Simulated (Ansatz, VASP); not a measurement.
**CoO: VASP beside Ansatz**

```xyz
2
Lattice="-1.5080 1.5080 2.1072 1.5080 -1.5080 2.1072 1.5080 1.5080 -2.1072" Properties=species:S:1:pos:R:3 pbc="T T T"
Co    0.0000    0.0000    0.0000
O     0.0000    0.0000    2.1072
```

Alike in both runs: task single point; functional PBEsol; k mesh 10 × 10 × 10; occupations gaussian, width 0.2 eV; collinear spin.

|  | VASP | Ansatz |
| --- | --- | --- |
| version | VASP 6.6.1 | Ansatz 0.2.0 |
| potentials or method | VASP PAW PBE potentials, release 64 (Co, O) | scalar-relativistic, plane waves, PAW |
| plane-wave cutoff (eV) | 520 | 420 |
| valence electrons in the cell | 15 | 23 |

|  | VASP | Ansatz | Ansatz less VASP |
| --- | --- | --- | --- |
| gap on the k mesh at the Fermi level (eV) | none | none | - |
| pressure (GPa) | -9.7 | -9.2 | +0.56 |
| largest component of the traceless stress (GPa) | 0.24 | 0.28 | +0.038 |
| net moment per atom (μB) | 1.44 | 1.45 | +0.012 |
| size of the moment on the site where the two differ most (μB) | 2.53 | 2.46 | -0.071 |

Site moments also hang on the region over which each program counts them. A gap of «none» marks a metal or a gap that the smearing closes. The two sets of potentials don't hold the same shells in valence.

Caveats: the PAW data sets were made with another functional, which shifts forces and pressure a little (VASP); a cell with one magnetic atom can't hold antiferromagnetic order, which such compounds often take; semilocal functionals often make such compounds metallic where correlation or magnetic order opens a gap, which also shifts bond lengths.
